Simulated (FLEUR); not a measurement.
**As in FLEUR: convergence with k mesh**

Input of the first run (k mesh 2 × 2 × 2); the others differ in this setting and in those tied to it:

The input inp.xml:

```xml
<?xml version="1.0" encoding="UTF-8" standalone="no"?>
<fleurInput fleurInputVersion="0.39">
   <comment>
      As                                                                                                  
   </comment>
   <calculationSetup>
      <cutoffs Kmax="4.14" Gmax="12.8" GmaxXC="12.8" numbands="0"/>
      <scfLoop itmax="60" minDistance="0.00001" maxIterBroyd="15" imix="Anderson" alpha="0.05" precondParam="0.0" spinf="2.0" sdNocoIR="T"/>
      <coreElectrons ctail="T" frcor="F" kcrel="0" coretail_lmax="0"/>
      <xcFunctional name="pbe" relativisticCorrections="F"/>
      <magnetism jspins="1"/>
      <soc l_soc="F" theta="0.0" phi="0.0" spav="F"/>
      <expertModes spex="0" secvar="F"/>
      <geometryOptimization l_f="T" forcealpha="1.0" forcemix="BFGS" epsdisp="0.0005" epsforce="0.0002"/>
      <ldaU l_linMix="F" mixParam="0.05" spinf="1.0"/>
   </calculationSetup>
   <cell>
      <bzIntegration valenceElectrons="21.0" mode="hist" fermiSmearingEnergy="0.00183747">
         <kPointListSelection listName="default-1"/>
         <!-- k-points included here -->
         <xi:include xmlns:xi="http://www.w3.org/2001/XInclude" href="kpts.xml"> </xi:include>
      </bzIntegration>
      <!-- symmetry operations included here -->
      <xi:include xmlns:xi="http://www.w3.org/2001/XInclude" href="sym.xml"> </xi:include>
      <bulkLattice scale="1.0">
         <bravaisMatrix>
            <row-1>    5.1092180249967791     0.0000000000000000     0.0000000000000000</row-1>
            <row-2>    0.0000000000000000     5.1092180249967791     0.0000000000000000</row-2>
            <row-3>    0.0000000000000000     0.0000000000000000     5.1092180249967791</row-3>
         </bravaisMatrix>
      </bulkLattice>
   </cell>
   <atomSpecies>
      <species name="Arsenic (As)" element="As" atomicNumber="33">
         <mtSphere radius="2.37" gridPoints="783" logIncrement="0.016"/>
         <atomicCutoffs lmax="9" lnonsphr="9"/>
         <electronConfig flipSpins="F">
            <coreConfig>(1s1/2) (2s1/2) (2p1/2) (2p3/2) (3s1/2)</coreConfig>
            <valenceConfig>(3p1/2) (3p3/2) (4s1/2) (3d3/2) (3d5/2) (4p1/2) (4p3/2)</valenceConfig>
            <stateOccupation state="(4p1/2)" spinUp="0.500000" spinDown="0.500000"/>
            <stateOccupation state="(4p3/2)" spinUp="1.000000" spinDown="1.000000"/>
         </electronConfig>
         <energyParameters s="4" p="4" d="3" f="4"/>
         <lo type="SCLO" l="1" n="3" eDeriv="0"/>
         <lo type="SCLO" l="1" n="3" eDeriv="1"/>
         <lo type="HELO" l="2" n="4" eDeriv="0"/>
         <lo type="HELO" l="2" n="4" eDeriv="1"/>
         <lo type="SCLO" l="0" n="4" eDeriv="2"/>
         <lo type="SCLO" l="3" n="4" eDeriv="2"/>
      </species>
   </atomSpecies>
   <atomGroups>
      <atomGroup species="Arsenic (As)">
         <relPos label="                   1">1.000/2.000 1.000/2.000 1.000/2.000</relPos>
         <force calculate="T" relaxXYZ="TTT"/>
      </atomGroup>
   </atomGroups>
   <output dos="F" band="F" slice="F">
      <checks vchk="F" cdinf="F"/>
      <bandDOS minEnergy="-.5*Htr" maxEnergy="0.5*Htr" sigma="0.015" storeEVData="T"/>
      <vacuumDOS vacdos="F" integ="F" star="F" nstars="0" locx1="0.0" locy1="0.0" locx2="0.0" locy2="0.0" nstm="0" tworkf="0.0"/>
      <unfoldingBand unfoldBand="F" supercellX="1" supercellY="1" supercellZ="1"/>
      <plotting iplot="0" polar="F">
         <plot TwoD="T" vec1="  1.0  0.0  0.0" vec2="  0.0  1.0  0.0" vec3="  0.0  0.0  1.0" zero="  0.0  0.0  0.0" file="plot"/>
      </plotting>
      <chargeDensitySlicing numkpt="0" minEigenval="0.0" maxEigenval="0.0" nnne="0" pallst="F"/>
      <specialOutput eonly="F"/>
      <moessbauerParams electricFieldGradient="T" isomerShift="T" coreHyperfine="T" valenceHyperfine="T"/>
      <magneticCircularDichroism mcd="F" energyLo="-10.0" energyUp="0.0"/>
   </output>
  <!-- We include the file relax.xml here to enable relaxations (see documentation) -->
  <xi:include xmlns:xi="http://www.w3.org/2001/XInclude" href="relax.xml"> <xi:fallback/> </xi:include>
</fleurInput>
```

File crystal.txt:

```
As
&input cartesian=F /
2.7036817444  0.0000000000  0.0000000000
0.0000000000  2.7036817444  0.0000000000
0.0000000000  0.0000000000  2.7036817444
1.8897261246
1.0 1.0 1.0

1
33 0.5000000000  0.5000000000  0.5000000000

&kpt div1=2 div2=2 div3=2 gamma=T /
```

Potentials or basis: all-electron, FLAPW.

Command:

```console
$ inpgen -f crystal.txt -profile fastHighL
$ # inp.xml edited to the form shown
$ fleur_MPI
```

This isn't the form of As at room conditions, which is rhombohedral.

Hardware: 1 thread of Arm Neoverse V2, on a shared host.

```tsv
k mesh	energy less the tightest run, at zero smearing (meV/atom)	SCF cycles	CPU time (s)	peak memory (GiB)
2 × 2 × 2	-2298.90	14	4.5	0.05
4 × 4 × 4	437.77	12	5.2	0.05
6 × 6 × 6	-26.78	12	7.5	0.05
7 × 7 × 7	-38.57	12	7.5	0.05
8 × 8 × 8	20.15	12	11	0.05
10 × 10 × 10	-17.14	12	15	0.06
12 × 12 × 12	14.12	12	21	0.06
15 × 15 × 15	0.00	12	30	0.06
```

Not settled before the last step: the energy (to 1 meV/atom). Meshes of other sizes hit other points, so gaps and Fermi surfaces needn't settle smoothly. The tightest run that finished is the yardstick and may itself not be fully converged.
